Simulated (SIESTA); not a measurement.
Crystal: HfC.

```
Hf C
1.0
     0.00000    2.32500    2.32500
     2.32500    0.00000    2.32500
     2.32500    2.32500    0.00000
Hf C
1 1
Cartesian
  2.3250 2.3250 2.3250
  0.0000 0.0000 0.0000
```

Base run:

```yaml
Program: SIESTA 5.4.2
Functional: RPBE
Potentials_or_basis: PseudoDojo 0.4 standard (PBE files)
Basis: DZP (energy shift 0.002 Ry)
Grid_cutoff: 800 Ry
Energy_shift: 0.002 Ry
k_mesh: 10 × 10 × 10
Occupations: fermi-dirac, width 0.05 eV
Spin: no spin polarisation
```

Its results: band gap on the k mesh none (metal or under the smearing width); pressure 6.3 GPa.

The run is repeated on the same cell with these changes: functional from RPBE to PBE; basis from DZP (energy shift 0.002 Ry) to TZP (energy shift 0.002 Ry). What comes out?

Band gap on the k mesh none (metal or under the smearing width); pressure 1.5 GPa.

Several settings changed at once, so the effect can't be laid on one alone.

Caveats: semicore shells carry a single zeta, which can move pressures by several GPa and volumes by a few percent; spin-orbit coupling is left out, which moves the levels of the heavy elements; the basis of atomic orbitals isn't converged, which shifts pressures, moduli and gaps; the potentials were made for another functional, which shifts forces and pressure (some runs).
